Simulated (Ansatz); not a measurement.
Space group P6_3/mmc (No. 194). a = 3.329 Å, b = 3.329 Å, c = 5.468 Å, α = 90.00°, β = 90.00°, γ = 120.00°
```tsv
atom	site	symmetry	x	y	z
In	2c	-6m2	0.3333	0.6667	0.2500
```

Equation of state of this In structure (not necessarily the ground state), with shape and atoms relaxed at each volume where symmetry leaves them free. It has no gap at any of these volumes. Theory: DFT PBE+D3(BJ), scalar-relativistic, plane waves, PAW in Ansatz 0.2.0.

Cutoff 420 eV; k points 15×15×8 on the computed 2-atom cell (Γ-centred); Gaussian smearing, width 0.10 eV; no spin polarisation.

```
V (Å³/atom) E − E(largest V) (meV/atom) P (GPa)
     23.089                        35.30     7.19
     23.877                         5.91     4.86
     24.664                       -13.08     2.96
     25.451                       -23.63     1.36
     26.238                       -26.95     0.02
     27.025                       -24.24    -1.09
     27.812                       -16.49    -2.01
     28.862                         0.00    -2.98
```

Task: Fit a third-order Birch–Murnaghan equation to E(V).

Result: V0 = 26.26 Å³/atom, B0 = 40 GPa, B0' = 5.0.

This form isn't the element's structure at ambient conditions.